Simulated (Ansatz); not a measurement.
Runs of Ansatz 0.2.0 on PtSe2 (Sudovikovite). Symmetry: P-3m1, No. 164, trigonal system. Conventional cell: a = 3.724 Å, b = 3.724 Å, c = 5.062 Å, α = 90.00°, β = 90.00°, γ = 120.00°. Around Pt (site symmetry -3m) lie 6 Se at 2.49 Å. Se (site symmetry 3m) has 3 Pt at 2.49 Å as nearest neighbours. 

```tsv
task	level	potentials or basis	U	cell	k mesh	cutoff (eV)	points for each segment of the path	hubbard projectors	double counting	mesh quality	gap on the mesh (eV)	pressure (GPa)	largest force (eV/Å)
single point	PBE	Ansatz PAW	-	as given	5 × 5 × 3	420	-	-	-	coarse	none	7.2	0.52
band structure	LDA+U	Ansatz PAW	Pt d U = 6 eV	as given	8 × 8 × 5	420	14	ortho-atomic (the default)	fll (the default)	not flagged	none	0.1	0.36
band structure	PBEsol	Ansatz PAW	-	as given	8 × 8 × 5	420	14	-	-	not flagged	none	(c)	(a)
band structure	PBE	PseudoDojo stringent (PBE files)	-	as given	8 × 8 × 5	1415	14	-	-	not flagged	none	7.2	0.58
relaxation of cell and atoms	r2SCAN+U	Ansatz PAW	Pt d U = 6 eV	relaxed	8 × 8 × 5	500	-	ortho-atomic (the default)	fll (the default)	not flagged	0.33	0.0	-
band structure	PBE	Ansatz PAW earlier set	-	as given	8 × 8 × 5	900	14	-	-	not flagged	none	7.3	(b)
```

Alike in all rows: no spin polarisation; smearing fermi-dirac 0.05 eV.

Problem. Estimate the missing entries.

Solution. (a) 0.34; (b) 0.59; (c) 2.1.

Caveats: some runs use coarse meshes; spin-orbit coupling is left out, which moves the levels of the heavy elements (some runs); the PAW data sets come from PBE, with cores solved anew for the run's functional, which leaves a small shift of forces and pressure (some runs); U without spin polarisation on a metal has little footing (some runs); odd divisions of the mesh miss points on the zone boundary, where band edges often lie, so the gap on the mesh can be too wide (some runs); the plane-wave basis is chosen anew once the cell has moved, so the energies of steps on either side of that aren't comparable (some runs).

A k mesh can miss the band edges, and the runs leave out spin-orbit coupling on Pt, Se.

A gap of «none» marks a metal or a gap under the smearing width.

The runs don't all hold the same shells in valence.
